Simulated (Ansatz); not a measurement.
SnO, space group Pmn2_1, cell relaxations under several functionals

With the Python package of Ansatz (0.2.0).

At the Python prompt:
```pycon
>>> import ansatz as az
>>> import numpy as np
>>> def edges_and_angles(cell):
...     cell = np.asarray(cell)
...     a, b, c = np.linalg.norm(cell, axis=1)
...     cosines = cell[1] @ cell[2] / (b * c), cell[0] @ cell[2] / (a * c), cell[0] @ cell[1] / (a * b)
...     return (a, b, c, *np.degrees(np.arccos(cosines)))
...
>>> sno = (
...     az.Lattice.of([3.355005, 0.0, 0.0], [0.0, 5.674104, 0.0], [0.0, 0.0, 4.22197])
...     .atom('Sn', [0.0, 0.231909, 0.513144])
...     .atom('Sn', [0.5, 0.768091, 0.013144])
...     .atom('O', [0.0, 0.89125, 0.736857])
...     .atom('O', [0.5, 0.10875, 0.236857])
... )
>>> len(sno.resolved().sites)
4
>>> model = (
...     sno.calculation()
...     .kpoints(6, 4, 6)
...     .occupations('fixed')
...     .relax(cell=True, force_tolerance=0.03)
... )
>>> levels = [('lda', 'none'), ('pbesol', 'd3bj'), ('pbesol', 'none')]
>>> print('level            a       b       c    alpha   beta  gamma  V/atom  steps')
level            a       b       c    alpha   beta  gamma  V/atom  steps
>>> for name, dispersion in levels:
...     seen = []
...     run = model.functional(name, dispersion=dispersion).session().plan()
...     result = run.execute(on_event=lambda e: seen.append(e) if e['event'] == 'relax_step' else None)
...     cell = result.lattice.cell_ang
...     label = name if dispersion == 'none' else f'{name}+{dispersion}'
...     print('{:13s} {:7.4f} {:7.4f} {:7.4f} {:6.2f} {:6.2f} {:6.2f}'.format(label, *edges_and_angles(cell)), f'{abs(np.linalg.det(cell)) / len(result.lattice.sites):7.3f} {len(seen):5d}')
...
DeckWarning: basis.ecutwfc = 420 eV, auto-derived from the records' recommended cutoffs: set by Sn (normal level)
lda            3.2883  5.6752  3.7192  90.00  90.00  90.00  17.352    18
pbesol+d3bj    3.2977  5.6037  3.6382  90.00  90.00  90.00  16.808    12
pbesol         3.3137  5.7066  3.8984  90.00  90.00  90.00  18.430    18
```

From smallest to largest: PBEsol+D3BJ (16.81 Å³ an atom, -16.4 % against the start), LDA (17.35 Å³ an atom, -13.6 % against the start) and PBEsol (18.43 Å³ an atom, -8.3 % against the start). The spread is 9.7 % in volume.

The structure comes from a database of computed cells and needn't be a stable or known phase. Warnings are shown shortened and without file and line. The whole script took 4 min on 1 thread of Intel(R) Xeon(R) Processor @ 2.30GHz, on a shared host, peak memory 0.62 GiB.
